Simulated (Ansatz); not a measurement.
**Be₂S₃ and its competing phases**

These are results of DFT PBE, scalar-relativistic, plane waves, PAW (Ansatz 0.2.0), not measurements. All cells share a 420 eV cutoff and Γ-centred k meshes spaced about 0.3 Å⁻¹ or finer (0.25 for metals, 2π included). No spin polarisation.

Formation energies are uncorrected and refer to the elements' standard structures at the same level.

These are static total energies at zero pressure. The reference form of S is held partly by dispersion forces, which this level lacks.

The competitors are the elements and 1 reference phase of this chemical system (from databases or known types: BeS), relaxed at the same level; other known phases may be missing.

The candidate was reached from: a cell proposed by chemical analogy.

Space group C2 (No. 5). a = 4.720 Å, b = 5.211 Å, c = 6.519 Å, α = 90.00°, β = 92.63°, γ = 90.00°
```json
{"atom": "Be", "site": "4c", "symmetry": "1", "x": "0.7237", "y": "0.2261", "z": "0.8111"}
{"atom": "S", "site": "4c", "symmetry": "1", "x": "0.4074", "y": "0.0275", "z": "0.6439"}
{"atom": "S", "site": "2a", "symmetry": "2", "x": "0.5000", "y": "0.4929", "z": "0.0000"}
```

Problem. Is it stable, and against what?

Solution. Not stable. Its formation energy is -0.649 eV/atom. The lowest competing mixture at this composition is this:

```json
{"phase": "S", "space group": "-", "source": "element", "share of atoms": "0.2000", "ΔE_f (eV/atom)": "-0.0011"}
{"phase": "BeS", "space group": "F-43m (No. 216)", "source": "COD", "share of atoms": "0.8000", "ΔE_f (eV/atom)": "-1.070"}
```

The lowest database cell of S (-0.0011) lies slightly below the reference, hence the non-zero entry.

The mixture lies at -0.856 eV/atom, and the candidate lies 0.21 eV/atom above it. The candidate matches no cell in the subsets of the Crystallography Open Database and the Materials Project at hand. The margin is far too high for a likely synthesis. It holds S–S pairs (shortest 2.11 Å).
